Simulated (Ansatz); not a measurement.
A crystal relaxed with r2SCAN in the plane-wave code Ansatz has space group Fm-3m (No. 225) and a = 5.786 Å.

| atom | site | x | y | z |
| --- | --- | --- | --- | --- |
| Ag | 4a | 0.0000 | 0.0000 | 0.0000 |
| Xx | 4b | 0.5000 | 0.0000 | 0.0000 |

r2SCAN gives an indirect gap of 1.29 eV, from L to Γ; the least direct gap is 3.20 eV at Γ. HSE06 gives an indirect gap of 2.03 eV, from L to Γ; the least direct gap is 3.77 eV at Γ. Meshes: r2SCAN 8×8×8, HSE06 6×6×6. r2SCAN's ε∞ is 5.2 in all directions.

Task: Which element is Xx?
A. I
B. Br
C. Cl
D. F

Result: B. Xx is Br: a 2-atom cell of AgBr started from a crystallographic database. Ag has 6 Br at 2.89 Å; Br has 6 Ag at 2.89 Å.

No spin polarisation and no zero-point or thermal motion.

Spin-orbit coupling is left out.

The meshes of the hybrids are coarse, so their gaps aren't converged to the digits shown.
